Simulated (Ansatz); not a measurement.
Starting cell, RuO₂ (rutile):

```
RuO2
1.0
    4.52339     0.00000     0.00000
    0.00000     4.52339     0.00000
    0.00000     0.00000     3.11902
Ru O
2 4
Direct
  0.50000   0.50000   0.50000
  0.00000   0.00000   0.00000
  0.80567   0.80567   0.50000
  0.30567   0.69433   0.00000
  0.69433   0.30567   0.00000
  0.19433   0.19433   0.50000
```

In this cell atom 1 (Ru, nearest neighbour O at 1.955 Å; its periodic images, 3.1 Å or more away, move with it) is moved by u·(0.707, 0.707, 0.000) + v·(0.000, 0.000, 1.000); the rest is frozen.

All values below come from PBE (plane waves to 420 eV, PAW, scalar-relativistic; Ansatz, an electronic-structure program). k mesh 8×8×12 (Γ-centred), Fermi-Dirac smearing 0.05 eV. The energy includes the smearing's −TS. With partly filled bands, energies and forces of such displacements shift with the k mesh and the smearing. RuO2 is run without spin polarisation and with no Hubbard U. RuO2 was relaxed with its symmetry unable to fall. The last digit holds for this mesh only.

Changes of ΔE (meV/cell) from the point u = 0.000 Å, v = 0.000 Å when one coordinate moves alone (two changes are said to add if the coupling is within 5 % of the smaller one, nearly so within 20 %):

```
point                      change
-------------------------  ------
u = 0.000 Å, v = -0.290 Å   975.2
u = 0.000 Å, v = -0.193 Å   427.1
u = 0.000 Å, v = -0.097 Å   106.2
u = -0.290 Å, v = 0.000 Å  1177.7
u = -0.193 Å, v = 0.000 Å   473.2
u = -0.097 Å, v = 0.000 Å   111.5
u = 0.097 Å, v = 0.000 Å    111.5
u = 0.193 Å, v = 0.000 Å    473.2
u = 0.290 Å, v = 0.000 Å   1177.7
u = 0.000 Å, v = 0.097 Å    106.2
u = 0.000 Å, v = 0.193 Å    427.1
u = 0.000 Å, v = 0.290 Å    975.2
```

### Question
What is the change at u = -0.290 Å, v = -0.097 Å, where both move, and how far is it from the sum?

### Answer
The sum of the single changes is 1177.7 + (106.2) = 1283.9; the calculation gives 1246.4, so the coupling contributes -37.5 (over 20 % of the smaller single change, not additive).

### Question
What is the change at u = -0.290 Å, v = 0.290 Å, where both move, and how far is it from the sum?

### Answer
The sum of the single changes is 1177.7 + (975.2) = 2152.9; the calculation gives 1855.8, so the coupling contributes -297.1 (over 20 % of the smaller single change, not additive).

### Question
What is the change at u = 0.097 Å, v = 0.193 Å, where both move, and how far is it from the sum?

### Answer
The sum of the single changes is 111.5 + (427.1) = 538.6; the calculation gives 524.1, so the coupling contributes -14.5 (under 20 % of the smaller single change, nearly additive).

(For displaced atoms, the force is minus the slope of the energy, and its curvature is a force constant, which sets phonon frequencies.)
